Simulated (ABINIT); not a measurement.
# Au in ABINIT: the effect of potentials

The system is Au.

```
CELL_PARAMETERS angstrom
0.00000 2.03500 2.03500
2.03500 0.00000 2.03500
2.03500 2.03500 0.00000
ATOMIC_POSITIONS crystal
Au 0.00000 0.00000 0.00000
```

Alike in all runs:

* Program: ABINIT 10.8.3 (patched build)
* Task: single point
* Functional: r2SCAN
* k mesh: 11 × 11 × 11
* Occupations: fermi-dirac, width 0.05 eV
* Spin: no spin polarisation

```csv
potentials,cutoff,pressure (GPa)
"Ansatz PAW PBE default generated set, frozen core",490 eV,6.8
JTH PAW PBE v2.0,653 eV,7.5
Ansatz NC r2SCAN,1252 eV,6.9
SG15 NC PBE v1.2,1143 eV,6.3
PseudoDojo NC SR PBE v0.4.1 standard,1252 eV,?
```

Problem. What does the run with potentials PseudoDojo NC SR PBE v0.4.1 standard give?

Solution. Pressure 5.0 GPa.

Caveats: the PAW data sets were made with another functional, which shifts forces and pressure a little (some runs); the potentials were made for another functional, which shifts forces and pressure (some runs); a meta-GGA on potentials with a model core is unreliable (some runs).

The runs don't all hold the same shells in valence.
